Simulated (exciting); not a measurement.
# WC (Qusongite) (P-6m2) in exciting: equation of state

Aim: energy against volume of WC (Qusongite) in PBEsol, for its equilibrium volume and stiffness.

Everything below comes from runs of exciting (release sodium). Logs are shortened: lines on timing, memory, paths and dates and some standing lists are left out, and cuts for length are marked.

## Step 1: Starting point

It takes space group P-6m2 (No. 187, hexagonal). The conventional cell has a = 2.907 Å, b = 2.907 Å, c = 2.837 Å, α = 90.00°, β = 90.00°, γ = 120.00°. W (site symmetry -6m2) has 6 C at 2.20 Å as nearest neighbours. C (site symmetry -6m2) is surrounded by 6 W at 2.20 Å.

## Step 2: Equation of state, PBEsol, 9.75 Å³/atom (volume scaled by 0.94)

input.xml

```xml
<input>
  <title>WC</title>
  <structure speciespath="./" tshift="false">
    <crystal scale="1">
      <basevect>5.380365908316 0.000000000000 0.000000000000</basevect>
      <basevect>-2.690182954158 4.659533558319 0.000000000000</basevect>
      <basevect>0.000000000000 0.000000000000 5.250970560993</basevect>
    </crystal>
    <species speciesfile="W.xml" rmt="2.3">
      <atom coord="0.000000000000 0.000000000000 0.000000000000"/>
    </species>
    <species speciesfile="C.xml" rmt="1.45">
      <atom coord="0.666666666700 0.333333333300 0.500000000000"/>
    </species>
  </structure>
  <groundstate do="fromscratch" ngridk="10 10 9" rgkmax="7.5" gmaxvr="14" lmaxapw="10" lmaxmat="10" lmaxvr="8" xctype="GGA_PBE_SOL" stype="Fermi Dirac" swidth="0.00183747" nempty="14" ValenceRelativity="iora*" epsengy="1e-05" epspot="1e-05" maxscl="60" outputlevel="normal"/>
</input>
```

Potentials or basis: all-electron LAPW+lo, shipped species files, valence relativity iora*.

The run is started by

```bash
> OMP_NUM_THREADS=1 exciting_smp
```

INFO.OUT:

```text
================================================================================
EXCITING SODIUM started
[... 10 lines left out ...]

 Lattice vectors (cartesian) :
      5.3803659083      0.0000000000      0.0000000000
     -2.6901829542      4.6595335583      0.0000000000
      0.0000000000      0.0000000000      5.2509705610

 Reciprocal lattice vectors (cartesian) :
      1.1677988847      0.6742290005     -0.0000000000
      0.0000000000      1.3484580009      0.0000000000
      0.0000000000     -0.0000000000      1.1965759918

 Unit cell volume                           :     131.6418083654
 Brillouin zone volume                      :       1.8842814188

 Species :    1 (W)
     parameters loaded from                 :    W.xml
     name                                   :    tungsten
     nuclear charge                         :     -74.00000000
     electronic charge                      :      74.00000000
     atomic mass                            :  335119.81910000
     muffin-tin radius                      :       2.30000000
     # of radial points in muffin-tin       :     450

     atomic positions (lattice) :
       1 :   0.00000000  0.00000000  0.00000000

 Species :    2 (C)
     parameters loaded from                 :    C.xml
     name                                   :    carbon
     nuclear charge                         :      -6.00000000
     electronic charge                      :       6.00000000
     atomic mass                            :   21894.16673000
     muffin-tin radius                      :       1.45000000
     # of radial points in muffin-tin       :     250

     atomic positions (lattice) :
       1 :   0.66666667  0.33333333  0.50000000

 Total number of atoms per unit cell        :       2

 Spin treatment                             :    spin-unpolarised

 Number of Bravais lattice symmetries       :      24
 Number of crystal symmetries               :      12

 k-point grid                               :      10   10    9
 Total number of k-points                   :     110
 k-point set is reduced with crystal symmetries

 R^MT_min * |G+k|_max (rgkmax)              :       7.50000000
 Species with R^MT_min                      :       2 (C)
 Maximum |G+k| for APW functions            :       5.17241379
 Maximum |G| for potential and density      :      14.00000000

 G-vector grid sizes                        :      24    24    24
 Total number of G-vectors                  :    6101

 Maximum angular momentum used for
     APW functions                          :      10
     computing H and O matrix elements      :      10
     potential and density                  :       8
     inner part of muffin-tin               :       2

 Total nuclear charge                       :     -80.00000000
 Total electronic charge                    :      80.00000000
 Total core charge                          :      48.00000000
 Total valence charge                       :      32.00000000

 Number of empty states                     :      14
 Total number of valence states             :      31

 Maximum Hamiltonian size                   :     351
 Maximum number of plane-waves              :     320
 Total number of local-orbitals             :      31

 Exchange-correlation type                  :      22
[... 23 lines left out ...]
+ SCF iteration number :    1                                                  +
++++++++++++++++++++++++++++++++++++++++++++++++++++++++++++++++++++++++++++++++
 Total energy                               :    -16175.73467628
 _______________________________________________________________
 Fermi energy                               :         0.60294265
 Kinetic energy                             :     18261.24478803
 Coulomb energy                             :    -34111.30989428
 Exchange energy                            :      -320.37158140
 Correlation energy                         :        -5.29798863

 DOS at Fermi energy (states/Ha/cell)       :         7.61184521

 Electron charges :
     core                                   :        48.00000000
     core leakage                           :         0.00008406
     valence                                :        32.00000000
     interstitial                           :         4.19872032
     charge in muffin-tin spheres :
                  atom     1     W          :        70.94787609
                  atom     2     C          :         4.85340359
     total charge in muffin-tins            :        75.80127968
     total charge                           :        80.00000000

++++++++++++++++++++++++++++++++++++++++++++++++++++++++++++++++++++++++++++++++
+ SCF iteration number :    2                                                  +
++++++++++++++++++++++++++++++++++++++++++++++++++++++++++++++++++++++++++++++++
 Total energy                               :    -16198.07239049
 _______________________________________________________________
 Fermi energy                               :         0.58857688
 Kinetic energy                             :     18246.46422759
 Coulomb energy                             :    -34118.59300415
 Exchange energy                            :      -320.63449331
 Correlation energy                         :        -5.30912062

 DOS at Fermi energy (states/Ha/cell)       :         6.08921400

 Electron charges :
     core                                   :        48.00000000
     core leakage                           :         0.00008631
     valence                                :        32.00000000
     interstitial                           :         4.15703426
     charge in muffin-tin spheres :
                  atom     1     W          :        71.40390089
                  atom     2     C          :         4.43906485
     total charge in muffin-tins            :        75.84296574
     total charge                           :        80.00000000

 RMS change in effective potential (target) :  0.693636      ( 0.100000E-04)
 Absolute change in total energy   (target) :   22.3377      ( 0.100000E-04)
 Charge distance                   (target) :  0.130643E-01  ( 0.100000E-04)

++++++++++++++++++++++++++++++++++++++++++++++++++++++++++++++++++++++++++++++++
+ SCF iteration number :    3                                                  +
++++++++++++++++++++++++++++++++++++++++++++++++++++++++++++++++++++++++++++++++
 Total energy                               :    -16201.28930247
 _______________________________________________________________
 Fermi energy                               :         0.59199956
 Kinetic energy                             :     18243.85773477
 Coulomb energy                             :    -34119.17145746
 Exchange energy                            :      -320.66408127
 Correlation energy                         :        -5.31149851

 DOS at Fermi energy (states/Ha/cell)       :         7.90440775

 Electron charges :
     core                                   :        48.00000000
     core leakage                           :         0.00008651
     valence                                :        32.00000000
     interstitial                           :         4.13824769
     charge in muffin-tin spheres :
                  atom     1     W          :        71.52220071
                  atom     2     C          :         4.33955160
     total charge in muffin-tins            :        75.86175231
     total charge                           :        80.00000000
[... 436 lines left out ...]
 DOS at Fermi energy (states/Ha/cell)       :         7.01582668

 Electron charges :
     core                                   :        48.00000000
     core leakage                           :         0.00008544
     valence                                :        32.00000000
     interstitial                           :         4.13363888
     charge in muffin-tin spheres :
                  atom     1     W          :        71.53521364
                  atom     2     C          :         4.33114747
     total charge in muffin-tins            :        75.86636112
     total charge                           :        80.00000000

 RMS change in effective potential (target) :  0.141582E-07  ( 0.100000E-04)
 Absolute change in total energy   (target) :  0.535540E-05  ( 0.100000E-04)
 Charge distance                   (target) :  0.228094E-08  ( 0.100000E-04)

++++++++++++++++++++++++++++++++++++++++++++++++++++++++++++++++++++++++++++++++
+ SCF iteration number :   20                                                  +
++++++++++++++++++++++++++++++++++++++++++++++++++++++++++++++++++++++++++++++++
 Total energy                               :    -16199.36690966
 _______________________________________________________________
 Fermi energy                               :         0.60710424
 Kinetic energy                             :     18245.10612626
 Coulomb energy                             :    -34118.51451732
 Exchange energy                            :      -320.64701939
 Correlation energy                         :        -5.31149920

 DOS at Fermi energy (states/Ha/cell)       :         7.01582697

 Electron charges :
     core                                   :        48.00000000
     core leakage                           :         0.00008544
     valence                                :        32.00000000
     interstitial                           :         4.13363888
     charge in muffin-tin spheres :
                  atom     1     W          :        71.53521366
                  atom     2     C          :         4.33114746
     total charge in muffin-tins            :        75.86636112
     total charge                           :        80.00000000

 RMS change in effective potential (target) :  0.100806E-07  ( 0.100000E-04)
 Absolute change in total energy   (target) :  0.728687E-08  ( 0.100000E-04)
 Charge distance                   (target) :  0.645063E-09  ( 0.100000E-04)

++++++++++++++++++++++++++++++++++++++++++++++++++++++++++++++++++++++++++++++++
| Convergency criteria checked for the last 2 iterations                       +
| Convergence targets achieved. Performing final SCF iteration                 +
++++++++++++++++++++++++++++++++++++++++++++++++++++++++++++++++++++++++++++++++
 Total energy                               :    -16199.36691136
 _______________________________________________________________
 Fermi energy                               :         0.60710423
 Kinetic energy                             :     18245.10612542
 Coulomb energy                             :    -34118.51451815
 Exchange energy                            :      -320.64701943
 Correlation energy                         :        -5.31149920

 DOS at Fermi energy (states/Ha/cell)       :         7.01582711

 Electron charges :
     core                                   :        48.00000000
     core leakage                           :         0.00008544
     valence                                :        32.00000000
     interstitial                           :         4.13363888
     charge in muffin-tin spheres :
                  atom     1     W          :        71.53521366
                  atom     2     C          :         4.33114746
     total charge in muffin-tins            :        75.86636112
     total charge                           :        80.00000000

++++++++++++++++++++++++++++++++++++++++++++++++++++++++++++++++++++++++++++++++
[... 9 lines left out ...]
| EXCITING SODIUM stopped                                                      =
================================================================================
```

It took 5.8 min on 1 thread of AMD EPYC 7R43 (Zen 3), shared host; peak memory 0.12 GiB.

What came out:

- Free energy: -440807.2320 eV
- Band gap on the k mesh: none (metal or under the smearing width)
- All electrons inside the program's atomic spheres: W 71.54; C 4.33 (radii W 2.3, C 1.45 bohr)

Caveat: the log's total energy holds no entropy term; the free energy is that total less TS from the occupations.

## Step 3: Equation of state, PBEsol, 9.96 Å³/atom (volume scaled by 0.96)

Edit input.xml of step 2 so:

```diff
@@ -4,5 +4,5 @@
     <crystal scale="1">
-      <basevect>5.380365908316 0.000000000000 0.000000000000</basevect>
-      <basevect>-2.690182954158 4.659533558319 0.000000000000</basevect>
-      <basevect>0.000000000000 0.000000000000 5.250970560993</basevect>
+      <basevect>5.418257057418 0.000000000000 0.000000000000</basevect>
+      <basevect>-2.709128528709 4.692348256008 0.000000000000</basevect>
+      <basevect>0.000000000000 0.000000000000 5.287950445230</basevect>
     </crystal>
```

Potentials or basis: all-electron LAPW+lo, shipped species files, valence relativity iora*.

The run is started by

```bash
> OMP_NUM_THREADS=1 exciting_smp
```

It took 6.3 min on 1 thread of AMD EPYC 7R43 (Zen 3), shared host; peak memory 0.12 GiB.

The run converged. Its results:

```
Free energy                                       : -440807.2828 eV
Band gap on the k mesh                            : none (metal or under the smearing width)
All electrons inside the program's atomic spheres : W 71.49; C 4.31 (radii W 2.3, C 1.45 bohr)
```

Caveat: the log's total energy holds no entropy term; the free energy is that total less TS from the occupations.

## Step 4: Equation of state, PBEsol, 10.17 Å³/atom (volume scaled by 0.98)

Edit input.xml of step 3 so:

```diff
@@ -4,5 +4,5 @@
     <crystal scale="1">
-      <basevect>5.418257057418 0.000000000000 0.000000000000</basevect>
-      <basevect>-2.709128528709 4.692348256008 0.000000000000</basevect>
-      <basevect>0.000000000000 0.000000000000 5.287950445230</basevect>
+      <basevect>5.455625528306 0.000000000000 0.000000000000</basevect>
+      <basevect>-2.727812764153 4.724710301174 0.000000000000</basevect>
+      <basevect>0.000000000000 0.000000000000 5.324420221521</basevect>
     </crystal>
```

The run is started by

```bash
> OMP_NUM_THREADS=1 exciting_smp
```

Wall time 6.4 min (1 thread of AMD EPYC 7R43 (Zen 3), shared host); peak memory 0.13 GiB.

Results (log left out):

```yaml
Free_energy: -440807.3082 eV
Band_gap_on_the_k_mesh: none (metal or under the smearing width)
All_electrons_inside_the_program's_atomic_spheres: W 71.44; C 4.29 (radii W 2.3, C 1.45 bohr)
```

Caveat: the log's total energy holds no entropy term; the free energy is that total less TS from the occupations.

## Step 5: Equation of state, PBEsol, 10.38 Å³/atom

Edit input.xml of step 4 so:

```diff
@@ -4,5 +4,5 @@
     <crystal scale="1">
-      <basevect>5.455625528306 0.000000000000 0.000000000000</basevect>
-      <basevect>-2.727812764153 4.724710301174 0.000000000000</basevect>
-      <basevect>0.000000000000 0.000000000000 5.324420221521</basevect>
+      <basevect>5.492488981225 0.000000000000 0.000000000000</basevect>
+      <basevect>-2.746244490612 4.756634987748 0.000000000000</basevect>
+      <basevect>0.000000000000 0.000000000000 5.360397125113</basevect>
     </crystal>
```

The run is started by

```bash
> OMP_NUM_THREADS=1 exciting_smp
```

Run time: 6 min. Hardware: 1 thread of AMD EPYC 7R43 (Zen 3), shared host; peak memory 0.13 GiB.

Results (log left out):

| Property | Result |
| --- | --- |
| Free energy | -440807.3108 eV |
| Band gap on the k mesh | none (metal or under the smearing width) |
| All electrons inside the program's atomic spheres | W 71.39; C 4.27 (radii W 2.3, C 1.45 bohr) |

Caveat: the log's total energy holds no entropy term; the free energy is that total less TS from the occupations.

## Step 6: Equation of state, PBEsol, 10.58 Å³/atom (volume scaled by 1.02)

Edit input.xml of step 5 so:

```diff
@@ -4,5 +4,5 @@
     <crystal scale="1">
-      <basevect>5.492488981225 0.000000000000 0.000000000000</basevect>
-      <basevect>-2.746244490612 4.756634987748 0.000000000000</basevect>
-      <basevect>0.000000000000 0.000000000000 5.360397125113</basevect>
+      <basevect>5.528864140441 0.000000000000 0.000000000000</basevect>
+      <basevect>-2.764432070315 4.788136799724 0.000000000000</basevect>
+      <basevect>0.000000000000 0.000000000000 5.395897478328</basevect>
     </crystal>
```

Potentials or basis: all-electron LAPW+lo, shipped species files, valence relativity iora*.

The run is started by

```bash
> OMP_NUM_THREADS=1 exciting_smp
```

Run time: 6.8 min. Hardware: 1 thread of AMD EPYC 7R43 (Zen 3), shared host; peak memory 0.13 GiB.

The run converged. Its results:

```
Free energy                                       : -440807.2926 eV
Band gap on the k mesh                            : none (metal or under the smearing width)
All electrons inside the program's atomic spheres : W 71.35; C 4.25 (radii W 2.3, C 1.45 bohr)
```

Caveat: the log's total energy holds no entropy term; the free energy is that total less TS from the occupations.

## Step 7: Equation of state, PBEsol, 10.79 Å³/atom (volume scaled by 1.04)

Edit input.xml of step 6 so:

```diff
@@ -4,5 +4,5 @@
     <crystal scale="1">
-      <basevect>5.528864140441 0.000000000000 0.000000000000</basevect>
-      <basevect>-2.764432070315 4.788136799724 0.000000000000</basevect>
-      <basevect>0.000000000000 0.000000000000 5.395897478328</basevect>
+      <basevect>5.564766861700 0.000000000000 0.000000000000</basevect>
+      <basevect>-2.782383430850 4.819229468420 0.000000000000</basevect>
+      <basevect>0.000000000000 0.000000000000 5.430936755564</basevect>
     </crystal>
```

The run is started by

```bash
> OMP_NUM_THREADS=1 exciting_smp
```

Wall time 5.9 min (1 thread of AMD EPYC 7R43 (Zen 3), shared host); peak memory 0.12 GiB.

Results (log left out):

* Free energy: -440807.2562 eV
* Band gap on the k mesh: none (metal or under the smearing width)
* All electrons inside the program's atomic spheres: W 71.31; C 4.24 (radii W 2.3, C 1.45 bohr)

Caveat: the log's total energy holds no entropy term; the free energy is that total less TS from the occupations.

## Step 8: Equation of state, PBEsol, 11.00 Å³/atom (volume scaled by 1.06)

Edit input.xml of step 7 so:

```diff
@@ -4,5 +4,5 @@
     <crystal scale="1">
-      <basevect>5.564766861700 0.000000000000 0.000000000000</basevect>
-      <basevect>-2.782383430850 4.819229468420 0.000000000000</basevect>
-      <basevect>0.000000000000 0.000000000000 5.430936755564</basevect>
+      <basevect>5.600212192326 0.000000000000 0.000000000000</basevect>
+      <basevect>-2.800106096163 4.849926025009 0.000000000000</basevect>
+      <basevect>0.000000000000 0.000000000000 5.465529642073</basevect>
     </crystal>
```

The run is started by

```bash
> OMP_NUM_THREADS=1 exciting_smp
```

Run time: 5.3 min. Hardware: 1 thread of AMD EPYC 7R43 (Zen 3), shared host; peak memory 0.13 GiB.

The run converged. Its results:

| Property | Result |
| --- | --- |
| Free energy | -440807.2029 eV |
| Band gap on the k mesh | none (metal or under the smearing width) |
| All electrons inside the program's atomic spheres | W 71.28; C 4.22 (radii W 2.3, C 1.45 bohr) |

Caveat: the log's total energy holds no entropy term; the free energy is that total less TS from the occupations.

## Step 9: Equation of state, PBEsol

Potentials or basis: all-electron LAPW+lo, shipped species files, valence relativity iora*.

No new run: the results of the series are fitted here.

Results:

| Item | Value |
| --- | --- |
| Equilibrium volume | 10.30 Å³/atom |
| Bulk modulus at fixed shape and positions | 410 GPa |
| Pressure derivative of the bulk modulus | 4.2 |

Energy against volume, from the lowest point:
```
volume (Å³/atom)  energy (meV/atom)
           9.754              39.35
           9.961              13.97
          10.169               1.28
          10.376               0.00
          10.584               9.07
          10.791              27.30
          10.999              53.92
```

Caveat: the cell was scaled at fixed shape and fractional positions, which overstates the stiffness of a crystal with free parameters, most of all of layers and chains. Spin-orbit coupling is left out, which matters for the levels of W.
